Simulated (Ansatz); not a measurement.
Pt, omega (AlB2-type): how the functional moves the structure

All rows: Ansatz, plane waves with scalar-relativistic PAW, 420 eV (500 eV for the SCAN forms), relaxed under each functional, no dispersion correction, no zero-point motion. B₀ comes from uniform scaling at fixed shape; a dash is a value not given.

```tsv
functional	V (Å³/atom)	cell	B₀ (GPa)	magnetic state	ΔE to fcc (meV/atom)
PBE	16.04	a = 4.534 Å, c = 2.703 Å (c/a = 0.596)	234	spin not included	145
r²SCAN	15.68	a = 4.501 Å, c = 2.682 Å (c/a = 0.596)	256	spin not included	148
PBEsol	15.41	a = 4.473 Å, c = 2.667 Å (c/a = 0.596)	272	spin not included	163
LDA	15.11	a = 4.446 Å, c = 2.649 Å (c/a = 0.596)	291	spin not included	171
revPBE	16.24	a = 4.553 Å, c = 2.715 Å (c/a = 0.596)	222	spin not included	140
RPBE	16.33	a = 4.561 Å, c = 2.719 Å (c/a = 0.596)	217	spin not included	137
BLYP	17.05	a = 4.631 Å, c = 2.754 Å (c/a = 0.595)	187	spin not included	105
```

LDA gives the smallest volume and BLYP the largest.
